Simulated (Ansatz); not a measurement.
Rocksalt GaN, relaxed with r2SCAN in the PAW code Ansatz. It is cubic, Fm-3m (No. 225); conventional cell a = 4.217 Å, 9.37 Å³ an atom. Ga has 6 N at 2.11 Å; N has 6 Ga at 2.11 Å.

The axes x, y and z are those of this cell:
```
CELL_PARAMETERS angstrom
0.00000 2.10852 2.10852
2.10852 0.00000 2.10852
2.10852 2.10852 0.00000
ATOMIC_POSITIONS crystal
Ga 0.00000 0.00000 0.00000
N 0.50000 0.50000 0.50000
```

Unstrained: PBE gives an indirect gap of 0.633 eV, from Γ–K (0.47 of the way from Γ) to X; the least direct gap is 2.830 eV at Γ. r2SCAN gives an indirect gap of 1.159 eV, from Γ–K (0.47 of the way from Γ) to X; the least direct gap is 3.377 eV at Γ. The HSE06 gap is indirect, 1.898 eV (Γ–K (0.47 of the way from Γ) to X), below the direct gap of 4.144 eV at Γ. Meshes: PBE 10×10×10, r2SCAN 10×10×10, HSE06 8×8×8. Strains are changes of length per length, and xy shears are angles. After each strain the atoms were relaxed again with r2SCAN within the symmetry that the strain leaves, so tilts or polar shifts that break it weren't tested; points keep the names that they have in the unstrained zone. Values at 0 K without nuclear motion; spin polarisation is off, and the phase may be a hypothetical one.

Question: Estimate what isotropic +1.0 % on every length does to the gap.

Answer: PBE: the gap goes from 0.633 to 0.445 eV (-0.188 eV). r2SCAN: the gap goes from 1.159 to 0.957 eV (-0.202 eV). HSE06: the gap goes from 1.898 to 1.674 eV (-0.224 eV). The r2SCAN energy rises by 6.2 meV an atom.

Question: One strain changed the r2SCAN stress by xx +0.92, yy +0.92, zz +1.90 GPa (compression positive) and the gap by -0.004 eV (PBE), -0.002 eV (r2SCAN), 0.000 eV (HSE06). Which kind of strain was it, and roughly how large?

Answer: Uniaxial -0.5 % along z, other directions held. The pattern of the stress gives the kind; the size needs the stiffness, so it is an estimate.

Question: Estimate what xy shear, engineering strain (angle) -0.5 % does to the gap.

Answer: PBE: the gap goes from 0.633 to 0.611 eV (-0.022 eV). r2SCAN: the gap goes from 1.159 to 1.137 eV (-0.022 eV). HSE06: the gap goes from 1.898 to 1.877 eV (-0.021 eV). The r2SCAN energy rises by 0.2 meV an atom.

Question: One strain changed the r2SCAN stress by xx -16.49, yy -16.49, zz -16.49, xy +8.26, xz +8.26, yz +8.26 GPa (compression positive) and the gap by -0.723 eV (PBE), -0.784 eV (r2SCAN), -0.834 eV (HSE06). Which kind of strain was it, and roughly how large?

Answer: Epitaxial +5.0 % in the plane normal to [111], free normal strain -1.45 %. The pattern of the stress gives the kind; the size needs the stiffness, so it is an estimate.

Question: One strain changed the r2SCAN stress by xx +19.78, yy +19.78, zz +0.06 GPa (compression positive) and the gap by -0.116 eV (PBE), -0.102 eV (r2SCAN), -0.070 eV (HSE06). Which kind of strain was it, and roughly how large?

Answer: Epitaxial -4.0 % in the xy plane, free normal strain +4.48 %. The pattern of the stress gives the kind; the size needs the stiffness, so it is an estimate.

Where an edge lies off the special points, it is a point of the mesh or the k point where a search put PBE's edge or least direct gap, reused for the other functionals, whose own edges may lie a little apart.

Gaps or overlaps of about a tenth of an eV are at the limit of these meshes: between the points read a gap can be smaller or closed.

The meshes of the hybrids are coarse, so their gaps aren't converged to the digits shown.
